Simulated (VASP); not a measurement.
**VASP 6.6.1 run: CdF$_{2}$**

INCAR

```
NELM = 120
GGA = PE
PREC = Accurate
LCHARG = .FALSE.
LASPH = .TRUE.
IBRION = -1
ISMEAR = -1
SIGMA = 0.02
ISPIN = 2
ISIF = 2
MAGMOM = 1 1 1
NSW = 0
LREAL = .FALSE.
LWAVE = .FALSE.
EDIFF = 1E-7
NBANDS = 20
ENCUT = 520
```

KPOINTS

```
KPOINTS created by Atomic Simulation Environment
0
Gamma
8 8 8
0 0 0
```

POSCAR

```
Cd F
 1.0000000000000000
    -0.0673544420000000    2.6941776810000002    2.6941776810000002
     2.6941776810000002   -0.0673544420000000    2.6941776810000002
     2.6268232390000001    2.6268232390000001    0.0000000000000000
 Cd  F
   1   2
Cartesian
 -0.0000000000000000  0.0000000000000000  0.0000000000000000
  1.3134116194999998  1.3134116194999998  1.3623265339827451
  3.9402348585000002  3.9402348585000002  4.0260288280172549
```

The recommended PBE PAW datasets give the neutral cell 26 valence electrons.

Command

```
mpirun -np 1 vasp_std
```

OSZICAR

```
N       E                     dE             d eps       ncg     rms          rms(c)
DAV:   1     0.197679871403E+03    0.19768E+03   -0.15200E+04  7864   0.129E+03
DAV:   2    -0.315026414402E+01   -0.20083E+03   -0.19248E+03  8240   0.344E+02
DAV:   3    -0.115902694617E+02   -0.84400E+01   -0.84166E+01  8748   0.769E+01
DAV:   4    -0.116268511842E+02   -0.36582E-01   -0.36580E-01  8212   0.522E+00
DAV:   5    -0.116269826774E+02   -0.13149E-03   -0.13149E-03  8704   0.281E-01    0.152E+01
DAV:   6    -0.107420911853E+02    0.88489E+00   -0.41909E+00  9904   0.365E+01    0.823E+00
DAV:   7    -0.108609541513E+02   -0.11886E+00   -0.92187E-01  7736   0.860E+00    0.467E+00
DAV:   8    -0.108495137627E+02    0.11440E-01   -0.64328E-02  7940   0.241E+00    0.202E+00
DAV:   9    -0.108512076814E+02   -0.16939E-02   -0.95427E-03  7676   0.140E+00    0.394E-01
DAV:  10    -0.108509383204E+02    0.26936E-03   -0.35591E-03  8704   0.531E-01    0.127E-01
DAV:  11    -0.108511854104E+02   -0.24709E-03   -0.54406E-04  7900   0.193E-01    0.874E-02
DAV:  12    -0.108513336133E+02   -0.14820E-03   -0.72722E-05  7996   0.764E-02    0.390E-02
DAV:  13    -0.108513469999E+02   -0.13387E-04   -0.18270E-05  8264   0.372E-02    0.171E-02
DAV:  14    -0.108513488368E+02   -0.18369E-05   -0.66553E-06  8080   0.220E-02    0.534E-03
DAV:  15    -0.108513492549E+02   -0.41816E-06   -0.71223E-07  8184   0.728E-03    0.278E-03
DAV:  16    -0.108513493586E+02   -0.10366E-06   -0.25394E-07  7708   0.361E-03    0.120E-03
DAV:  17    -0.108513493743E+02   -0.15667E-07   -0.71634E-09  6260   0.828E-04
   1 F= -.10851349E+02 E0= -.10851349E+02  d E =-.564950E-13  mag=     0.0000
```

It converged. Results: pressure 6.4 GPa; largest force 0.03 eV/Å; magnetic moment of the cell 0.00 μB.

For comparison, a separate PBE run of the intended cell, on usual settings and not on those above, gives a gap of 3.07 eV on its mesh and a pressure of 6.4 GPa.

The run above took about 1.9 min on one core of a shared host (Intel Xeon Platinum 8488C) and held 0.25 GiB at most.
